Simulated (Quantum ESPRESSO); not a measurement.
Ga:

```
Ga
1.0
     1.45000   -4.06500    0.00000
     1.45000    4.06500    0.00000
     0.00000    0.00000    3.17000
Ga
2
Direct
  0.13300 0.86700 0.75000
  0.86700 0.13300 0.25000
```

This isn't the form of Ga at room conditions, which is orthorhombic.

* Program: Quantum ESPRESSO 7.5
* Task: single point
* Functional: PBEsol
* Potentials or basis: GBRV 1.5 PBEsol
* Cutoff: 762 eV
* Density cutoff: 6095 eV
* k mesh: 10 × 10 × 8
* Occupations: fermi-dirac, width 0.05 eV
* Spin: no spin polarisation

On this cell: pressure -2.1 GPa; largest force 0.209 eV/Å; band gap on the k mesh none (metal or under the smearing width).

The same run follows on a disturbed copy (atoms moved at random, drawn with an rms of 0.05 Å):

```xyz
2
Lattice="1.4500 -4.0650 0.0000 1.4500 4.0650 0.0000 0.0000 0.0000 3.1700" Properties=species:S:1:pos:R:3 pbc="T T T"
Ga    1.4881    3.0120    2.3844
Ga    1.4634   -2.9140    0.8305
```

Question: What does the disturbed cell give?

Answer: The energy (extrapolated to zero smearing) moves by -1.9 meV/atom; pressure -2.0 GPa; largest force 0.057 eV/Å; band gap on the k mesh none (metal or under the smearing width).

Forces in eV/Å, atoms in the order of the input:
```
Ga  -0.009 -0.023  0.051
Ga   0.009  0.023 -0.051
```

Stress tensor (GPa, compression positive):
```
-3.13 -0.05 -0.01
-0.05 -1.96  0.00
-0.01  0.00 -0.95
```
